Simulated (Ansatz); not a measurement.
A run of Ansatz 0.2.0 is set up as follows.

File input.yaml:

```yaml
crystal:
  lattice:
    - [1.4867, 0.8583466452, 5.7]
    - [-1.4867, 0.8583466452, 5.7]
    - [0.0, -1.7166932904, 5.7]
  atoms:
    - { symbol: Cu, position: [0.0, 0.0, 0.0], spin: 0.6 }
    - { symbol: Cr, position: [0.5, 0.5, 0.5], spin: 3.0 }
    - { symbol: O, position: [0.89208, 0.89208, 0.89208] }
    - { symbol: O, position: [0.10792, 0.10792, 0.10792] }
hamiltonian:
  xc: rpbe
  pseudopotentials: { kind: paw }
  dispersion: d4
magnetization:
  spin_polarized: true
kpoints:
  mp_grid: { grid: [10, 10, 10] }
scf:
  occupations: { method: fermi_dirac, width: 0.05 }
output:
  forces: true
  stress: true
  eigenvalues: true
relax:
  f_tol: 0.01
  max_steps: 40
  cell: { stress_tol: 0.05 }
```

Potentials or basis: Ansatz PAW.

Command:

```sh
$ ansatz run input.yaml --threads 2 --pin off --max-ram 5632MiB --backend cpu --events-out ev --progress --plain --runs-dir out
```

Predict the relaxed volume.

10.81 Å³/atom.

Predict the space group after relaxing (to 0.05 Å).

R-3m (No. 166).

Final structure:
```xyz
4
Lattice="1.4783 0.8535 5.7142 -1.4783 0.8535 5.7142 0.0000 -1.7070 5.7142" Properties=species:S:1:pos:R:3 pbc="T T T"
Cu    0.0000    0.0000    0.0000
Cr    0.0000    0.0000    8.5713
O     0.0000    0.0000   15.2945
O     0.0000    0.0000    1.8480
```

Caveat: the pressure holds a Pulay correction of +0.6 GPa for the finite cutoff; the PAW data sets come from PBE, with cores solved anew for the run's functional, which leaves a small shift of forces and pressure.
